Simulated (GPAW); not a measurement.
**CuO in GPAW: convergence with bands over the usual count**

The system is CuO.

```xyz
4
Lattice="3.1755 0.0000 0.0000 0.0000 3.1755 0.0000 0.0000 0.0000 4.6495" Properties=species:S:1:pos:R:3 pbc="T T T"
Cu    0.0000    0.0000    0.0000
Cu    1.5877    1.5877    0.0000
O     1.5877    0.0000    1.2414
O     0.0000    1.5877    3.4081
```

The cell was built by a generator and needn't be a form met in nature.

| Property | Result |
| --- | --- |
| Program | GPAW 26.7.0 |
| Task | convergence study |
| Functional | LDA |
| Potentials or basis | the program's PAW data sets (release 1.2.1) made for this functional |
| Cutoff | 800 eV |
| Basis | pw |
| k mesh | 5 × 5 × 4 |
| Occupations | fermi-dirac, width 0.05 eV |
| Spin | no spin polarisation |

These are the settings of the first run; the series varies bands over the usual count, with any setting tied to it.

Hardware: 1 thread of Intel(R) Xeon(R) 6975P-C (Granite Rapids), on a shared host.

```csv
bands over the usual count,"energy less the tightest run, at zero smearing (meV/atom)",SCF cycles,CPU time (s),peak memory (GiB)
0.72,0.00,13,13,0.18
0.8,0.00,13,14,0.18
0.9,0.00,13,16,0.18
1,0.00,13,18,0.19
1.3,0.00,13,20,0.19
1.7,0.00,13,27,0.2
2.5,0.00,13,41,0.23
```

Against the tightest run, the energy stays within 1 meV/atom from 0.72 on. The tightest run that finished is the yardstick and may itself not be fully converged.

Caveat, for the tightest run too: the k mesh is coarse (spacing up to 0.40 Å⁻¹), so the values aren't converged; the run has no spin polarisation, though such a crystal can be magnetic.
